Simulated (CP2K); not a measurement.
# Bi in CP2K: work function with PBE

Aim: the work function of Bi with PBE.

Program: CP2K 2026.2. These are calculated values, not measurements. Logs are shortened: lines on timing, memory, paths and dates and some standing lists are left out, and cuts for length are marked.

### Step 1. The cell of the first run

The cell holds a slab with vacuum, 3 atoms: a = 4.539 Å, b = 4.539 Å, c = 26.829 Å, α = 90.00°, β = 90.00°, γ = 120.00°.

### Step 2. Work function, PBE (the (0 0 1) slab of Bi, cut from the database cell, not relaxed)

File bi_workfunction.inp:

```
&GLOBAL
  PROJECT bi_workfunction
  RUN_TYPE ENERGY_FORCE
  PRINT_LEVEL LOW
&END GLOBAL
&FORCE_EVAL
  METHOD QS
  &DFT
    BASIS_SET_FILE_NAME BASIS_MOLOPT_UZH
    POTENTIAL_FILE_NAME POTENTIAL_UZH
    &MGRID
      CUTOFF 450
      REL_CUTOFF 60
      NGRIDS 5
    &END MGRID
    &QS
      METHOD GPW
      EPS_DEFAULT 1.0E-10
    &END QS
    &KPOINTS
      SCHEME MONKHORST-PACK 7 7 1
      GAMMA_CENTERED T
      SYMMETRY T
      SYMMETRY_BACKEND SPGLIB
    &END KPOINTS
    &SCF
      SCF_GUESS ATOMIC
      EPS_SCF 1.0E-6
      MAX_SCF 100
      ADDED_MOS 12
      CHOLESKY OFF
      EPS_EIGVAL 1.0E-7
      &DIAGONALIZATION ON
        ALGORITHM STANDARD
      &END DIAGONALIZATION
      &MIXING ON
        METHOD BROYDEN_MIXING
        ALPHA 0.2
        BETA 1.5
        NBUFFER 8
      &END MIXING
      &SMEAR ON
        METHOD FERMI_DIRAC
        ELECTRONIC_TEMPERATURE [K] 580.226
      &END SMEAR
    &END SCF
    &XC
      &XC_FUNCTIONAL PBE
      &END XC_FUNCTIONAL
    &END XC
    &PRINT
      &KPOINTS ON
      &END KPOINTS
      &MULLIKEN ON
      &END MULLIKEN
      &MO ON
        ENERGIES T
        OCCUPATION_NUMBERS T
        &EACH
          QS_SCF 0
        &END EACH
        ADD_LAST NUMERIC
      &END MO
      &LOWDIN ON
      &END LOWDIN
      &HIRSHFELD ON
        SHAPE_FUNCTION DENSITY
      &END HIRSHFELD
      &E_DENSITY_CUBE ON
        STRIDE 1
      &END E_DENSITY_CUBE
      &V_HARTREE_CUBE ON
        STRIDE 1
      &END V_HARTREE_CUBE
      &ELF_CUBE ON
        STRIDE 1
      &END ELF_CUBE
    &END PRINT
  &END DFT
  &SUBSYS
    &CELL
      A 4.5390002997 0.0000000000 0.0000000000
      B -2.2695001498 3.9308895674 0.0000000000
      C 0.0000000000 0.0000000000 26.8290000000
      PERIODIC XYZ
    &END CELL
    &COORD
      Bi  0.0000000000 2.6205930447 7.5000000000
      Bi  2.2695001499 1.3102965227 13.4145000000
      Bi  0.0000000000 2.6205930447 19.3290000000
    &END COORD
    &KIND Bi
      BASIS_SET TZVP-MOLOPT-PBE-GTH-q5
      POTENTIAL GTH-PBE-q5
    &END KIND
    &PRINT
      &ATOMIC_COORDINATES ON
      &END ATOMIC_COORDINATES
      &CELL ON
      &END CELL
      &SYMMETRY ON
      &END SYMMETRY
    &END PRINT
  &END SUBSYS
  &PRINT
    &FORCES ON
    &END FORCES
  &END PRINT
&END FORCE_EVAL
```

Potentials or basis: POTENTIAL_UZH Bi GTH-PBE-q5; TZVP-MOLOPT-PBE-GTH basis.

On the command line:

```bash
$ OMP_NUM_THREADS=2 cp2k.psmp -i bi_workfunction.inp -o bi_workfunction.out
```

bi_workfunction.out:

```text

 CP2K| version string:                                       CP2K version 2026.2
 CP2K| Input file name                                       bi_workfunction.inp

 GLOBAL| Force Environment number                                              1
 GLOBAL| Basis set file name                                    BASIS_MOLOPT_UZH
 GLOBAL| Potential file name                                       POTENTIAL_UZH
 GLOBAL| MM Potential file name                                     MM_POTENTIAL
 GLOBAL| Coordinate file name                                      __STD_INPUT__
 GLOBAL| Method name                                                        CP2K
 GLOBAL| Project name                                            bi_workfunction
 GLOBAL| Run type                                                   ENERGY_FORCE
 GLOBAL| FFT library                                                       FFTW3
[... 5 lines left out ...]
 GLOBAL| Global print level                                                  LOW
 GLOBAL| Total number of message passing processes                             1
 GLOBAL| Number of threads for this process                                    2
 GLOBAL| CPU model name                                                  UNKNOWN

 CELL| Volume [angstrom^3]:                                           478.691306
 CELL| Vector a [angstrom]:       4.539     0.000     0.000   |a| =     4.539000
 CELL| Vector b [angstrom]:      -2.270     3.931     0.000   |b| =     4.539000
 CELL| Vector c [angstrom]:       0.000     0.000    26.829   |c| =    26.829000
 CELL| Angle (b,c), alpha [degree]:                                    90.000000
 CELL| Angle (a,c), beta  [degree]:                                    90.000000
 CELL| Angle (a,b), gamma [degree]:                                   120.000000
 CELL| Numerically orthorhombic:                                              NO
 CELL| Periodicity                                                           XYZ

 CELL_REF| Volume [angstrom^3]:                                       478.691306
 CELL_REF| Vector a [angstrom     4.539     0.000     0.000   |a| =     4.539000
 CELL_REF| Vector b [angstrom    -2.270     3.931     0.000   |b| =     4.539000
 CELL_REF| Vector c [angstrom     0.000     0.000    26.829   |c| =    26.829000
 CELL_REF| Angle (b,c), alpha [degree]:                                90.000000
 CELL_REF| Angle (a,c), beta  [degree]:                                90.000000
 CELL_REF| Angle (a,b), gamma [degree]:                               120.000000
 CELL_REF| Numerically orthorhombic:                                          NO
 CELL_REF| Periodicity                                                       XYZ
[... 9 lines left out ...]
 TOTAL NUMBERS AND MAXIMUM NUMBERS

  Total number of            - Atomic kinds:                                   1
                             - Atoms:                                          3
                             - Shell sets:                                     3
                             - Shells:                                        21
                             - Primitive Cartesian functions:                 15
                             - Cartesian basis functions:                     54
                             - Spherical basis functions:                     51
[... 102 lines left out ...]
    25 Broy./Diag. 0.20E+00    0.8     0.00002186       -16.2105198662 -5.12E-06
    26 Broy./Diag. 0.20E+00    0.8     0.00000509       -16.2105235825 -3.72E-06
    27 Broy./Diag. 0.20E+00    0.8     0.00000261       -16.2105328693 -9.29E-06
    28 Broy./Diag. 0.20E+00    0.8     0.00000055       -16.2105373504 -4.48E-06

  *** SCF run converged in    28 steps ***

  Electronic density on regular grids:        -15.0000000000       -0.0000000000
  Core density on regular grids:               14.9999999939       -0.0000000061
  Total charge density on r-space grids:       -0.0000000062
  Total charge density g-space grids:          -0.0000000062

  Overlap energy of the core charge distribution:               0.00000000000000
  Self energy of the core charge distribution:                -34.26979247472135
  Core Hamiltonian energy:                                      6.15024967032252
  Hartree energy:                                              15.52240460102153
  Exchange-correlation energy:                                 -3.61063311111867
  Electronic entropic energy:                                  -0.00276603572183
  Fermi energy:                                                -0.10094774540762

  Total energy:                                               -16.21053735044970
  Total energy (extrapolated to T->0):                        -16.20915433258879

 MO| EIGENVALUES AND OCCUPATION NUMBERS FOR K POINT 1
 MO|
 MO|  Index      Eigenvalue [a.u.]        Eigenvalue [eV]             Occupation
 MO|      1              -0.465110             -12.656278               2.000000
 MO|      2              -0.465059             -12.654888               2.000000
 MO|      3              -0.465035             -12.654250               2.000000
 MO|      4              -0.150562              -4.097003               2.000000
 MO|      5              -0.150182              -4.086662               2.000000
 MO|      6              -0.149700              -4.073534               2.000000
[... 194 lines left out ...]
 MO|     19               0.182254               4.959396               0.000000
 MO|     20               0.282271               7.680998               0.000000
 MO| Sum:                                                              11.999714
 MO| E(Fermi):           -0.100948 a.u.         -2.746928 eV

 The electron density is written in Cube    file format to the file:

 bi_workfunction-ELECTRON_DENSITY-1_0.cube

 !-----------------------------------------------------------------------------!
                     Mulliken Population Analysis

 #  Atom  Element  Kind  Atomic population                           Net charge
       1     Bi       1          5.000123                             -0.000123
       2     Bi       1          4.999754                              0.000246
       3     Bi       1          5.000123                             -0.000123
 # Total charge                             15.000000                 -0.000000

 !-----------------------------------------------------------------------------!

 !-----------------------------------------------------------------------------!
                           Hirshfeld Charges

  #Atom  Element  Kind  Ref Charge     Population                    Net charge
      1       Bi     1       5.000          5.000                        -0.000
      2       Bi     1       5.000          5.000                         0.000
      3       Bi     1       5.000          5.000                        -0.000

  Total Charge                                                           -0.000
 !-----------------------------------------------------------------------------!

 LOWDIN POPULATION ANALYSIS

 #  Atom  Element  Kind  Atomic population                           Net charge
       1     Bi       1          5.000154                             -0.000154
       2     Bi       1          4.999692                              0.000308
       3     Bi       1          5.000154                             -0.000154
 # Total charge                             15.000000                 -0.000000

               ----- ELF is computed on the real space grid -----

 ELF is written in Cube    file format to the file:

 bi_workfunction-ELF_S1-1_0.cube

 ENERGY| Total FORCE_EVAL ( QS ) energy [hartree]            -16.210530254155856

 FORCES| Atomic forces [hartree/bohr]
 FORCES|   Atom     x               y               z               |f|
 FORCES|      1  1.20110104E-13 -9.16067293E-12  6.32195656E-04   6.32195656E-04
 FORCES|      2 -2.37135351E-13  1.64810071E-11  2.95408345E-10   2.95867825E-10
 FORCES|      3  1.02393990E-13 -7.29241691E-12 -6.32195952E-04   6.32195952E-04
 FORCES| Sum    -1.46312578E-14  2.79172825E-14  1.87664554E-15
 FORCES| Total atomic force                                       3.15748344E-14
```

It took 28 s on 2 threads of Arm Neoverse V1, shared host; peak memory 1 GiB.

What came out:

```yaml
Free_energy: -441.1110 eV
Largest_force: 0.033 eV/Å
Band_gap_on_the_k_mesh: none (metal or under the smearing width)
Work_function: 4.85 eV
Work_function_of_the_upper_face: 4.85 eV
Work_function_of_the_lower_face: 4.85 eV
```

Forces in eV/Å, atoms in the order of the input:
```
Bi   0.000  0.000  0.033
Bi   0.000  0.000  0.000
Bi   0.000  0.000 -0.033
```

Caveat: spin-orbit coupling is left out, which moves the levels of the heavy elements; the basis of atomic orbitals isn't converged, which shifts pressures, moduli and gaps.
